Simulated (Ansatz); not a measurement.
# MgO: the cost of one run

Program: Ansatz 0.2.0. Level of theory: DFT PBE, scalar-relativistic, plane waves, PAW. These are calculated values, not measurements.

The COD entry's cell or inner coordinates are ideal or old and differ from later refinements, so a difference from it is no clean test against experiment.

## (1) The structure to begin with

It takes space group Fm-3m (No. 225, cubic). Conventional cell: a = 4.217 Å, b = 4.217 Å, c = 4.217 Å, α = 90.00°, β = 90.00°, γ = 90.00°. Around Mg (site symmetry m-3m) lie 6 O at 2.11 Å. O (site symmetry m-3m) is surrounded by 6 Mg at 2.11 Å.

Structure file:

```
Mg O
1.0
     0.00000    6.32550    6.32550
     6.32550    0.00000    6.32550
     6.32550    6.32550    0.00000
Mg O
27 27
Cartesian
  0.0000 0.0000 0.0000
  2.1085 2.1085 0.0000
  4.2170 4.2170 0.0000
  2.1085 0.0000 2.1085
  4.2170 2.1085 2.1085
  6.3255 4.2170 2.1085
  4.2170 0.0000 4.2170
  6.3255 2.1085 4.2170
  8.4340 4.2170 4.2170
  0.0000 2.1085 2.1085
  2.1085 4.2170 2.1085
  4.2170 6.3255 2.1085
  2.1085 2.1085 4.2170
  4.2170 4.2170 4.2170
  6.3255 6.3255 4.2170
  4.2170 2.1085 6.3255
  6.3255 4.2170 6.3255
  8.4340 6.3255 6.3255
  0.0000 4.2170 4.2170
  2.1085 6.3255 4.2170
  4.2170 8.4340 4.2170
  2.1085 4.2170 6.3255
  4.2170 6.3255 6.3255
  6.3255 8.4340 6.3255
  4.2170 4.2170 8.4340
  6.3255 6.3255 8.4340
  8.4340 8.4340 8.4340
  2.1085 2.1085 2.1085
  4.2170 4.2170 2.1085
  6.3255 6.3255 2.1085
  4.2170 2.1085 4.2170
  6.3255 4.2170 4.2170
  8.4340 6.3255 4.2170
  6.3255 2.1085 6.3255
  8.4340 4.2170 6.3255
  10.5425 6.3255 6.3255
  2.1085 4.2170 4.2170
  4.2170 6.3255 4.2170
  6.3255 8.4340 4.2170
  4.2170 4.2170 6.3255
  6.3255 6.3255 6.3255
  8.4340 8.4340 6.3255
  6.3255 4.2170 8.4340
  8.4340 6.3255 8.4340
  10.5425 8.4340 8.4340
  2.1085 6.3255 6.3255
  4.2170 8.4340 6.3255
  6.3255 10.5425 6.3255
  4.2170 6.3255 8.4340
  6.3255 8.4340 8.4340
  8.4340 10.5425 8.4340
  6.3255 6.3255 10.5425
  8.4340 8.4340 10.5425
  10.5425 10.5425 10.5425
```

The runs take a perfect supercell of 54 atoms; the defect goes to fractional position (0.083, 0.417, 0.083).

## (2) The perfect supercell

The input, input.yaml:

```yaml
crystal:
  lattice:
    - [0.0, 6.3255, 6.3255]
    - [6.3255, 0.0, 6.3255]
    - [6.3255, 6.3255, 0.0]
  atoms:
    - { symbol: Mg, position: [0.0, 0.0, 0.0] }
    - { symbol: Mg, position: [0.0, 0.0, 0.333333] }
    - { symbol: Mg, position: [0.0, 0.0, 0.666667] }
    - { symbol: Mg, position: [0.0, 0.333333, 0.0] }
    - { symbol: Mg, position: [0.0, 0.333333, 0.333333] }
    - { symbol: Mg, position: [0.0, 0.333333, 0.666667] }
    - { symbol: Mg, position: [0.0, 0.666667, 0.0] }
    - { symbol: Mg, position: [0.0, 0.666667, 0.333333] }
    - { symbol: Mg, position: [0.0, 0.666667, 0.666667] }
    - { symbol: Mg, position: [0.333333, 0.0, 0.0] }
    - { symbol: Mg, position: [0.333333, 0.0, 0.333333] }
    - { symbol: Mg, position: [0.333333, 0.0, 0.666667] }
    - { symbol: Mg, position: [0.333333, 0.333333, 0.0] }
    - { symbol: Mg, position: [0.333333, 0.333333, 0.333333] }
    - { symbol: Mg, position: [0.333333, 0.333333, 0.666667] }
    - { symbol: Mg, position: [0.333333, 0.666667, 0.0] }
    - { symbol: Mg, position: [0.333333, 0.666667, 0.333333] }
    - { symbol: Mg, position: [0.333333, 0.666667, 0.666667] }
    - { symbol: Mg, position: [0.666667, 0.0, 0.0] }
    - { symbol: Mg, position: [0.666667, 0.0, 0.333333] }
    - { symbol: Mg, position: [0.666667, 0.0, 0.666667] }
    - { symbol: Mg, position: [0.666667, 0.333333, 0.0] }
    - { symbol: Mg, position: [0.666667, 0.333333, 0.333333] }
    - { symbol: Mg, position: [0.666667, 0.333333, 0.666667] }
    - { symbol: Mg, position: [0.666667, 0.666667, 0.0] }
    - { symbol: Mg, position: [0.666667, 0.666667, 0.333333] }
    - { symbol: Mg, position: [0.666667, 0.666667, 0.666667] }
    - { symbol: O, position: [0.166667, 0.166667, 0.166667] }
    - { symbol: O, position: [0.166667, 0.166667, 0.5] }
    - { symbol: O, position: [0.166667, 0.166667, 0.833333] }
    - { symbol: O, position: [0.166667, 0.5, 0.166667] }
    - { symbol: O, position: [0.166667, 0.5, 0.5] }
    - { symbol: O, position: [0.166667, 0.5, 0.833333] }
    - { symbol: O, position: [0.166667, 0.833333, 0.166667] }
    - { symbol: O, position: [0.166667, 0.833333, 0.5] }
    - { symbol: O, position: [0.166667, 0.833333, 0.833333] }
    - { symbol: O, position: [0.5, 0.166667, 0.166667] }
    - { symbol: O, position: [0.5, 0.166667, 0.5] }
    - { symbol: O, position: [0.5, 0.166667, 0.833333] }
    - { symbol: O, position: [0.5, 0.5, 0.166667] }
    - { symbol: O, position: [0.5, 0.5, 0.5] }
    - { symbol: O, position: [0.5, 0.5, 0.833333] }
    - { symbol: O, position: [0.5, 0.833333, 0.166667] }
    - { symbol: O, position: [0.5, 0.833333, 0.5] }
    - { symbol: O, position: [0.5, 0.833333, 0.833333] }
    - { symbol: O, position: [0.833333, 0.166667, 0.166667] }
    - { symbol: O, position: [0.833333, 0.166667, 0.5] }
    - { symbol: O, position: [0.833333, 0.166667, 0.833333] }
    - { symbol: O, position: [0.833333, 0.5, 0.166667] }
    - { symbol: O, position: [0.833333, 0.5, 0.5] }
    - { symbol: O, position: [0.833333, 0.5, 0.833333] }
    - { symbol: O, position: [0.833333, 0.833333, 0.166667] }
    - { symbol: O, position: [0.833333, 0.833333, 0.5] }
    - { symbol: O, position: [0.833333, 0.833333, 0.833333] }
basis:
  ecutwfc: 420
  fft_grid_basis: typed
kpoints:
  mp_grid: { grid: [2, 2, 2] }
hamiltonian:
  xc: pbe
  pseudopotentials: { kind: paw }
scf:
  occupations: { method: gaussian, width: 0.05 }
output:
  forces: true
  stress: false
  eigenvalues: true
  bader: false
  write_density: true
  volumetric_format: npy
```

Command:

```sh
ansatz run input.yaml --threads 4 --pin off --max-ram 10240MiB --backend cpu --events-out ev --progress --plain --runs-dir out
```

**Question.** How long does this run take on 4 threads of Arm Neoverse V1, shared host, and how much memory does it need?

About 9.8 s, with a peak of 1.8 GiB.
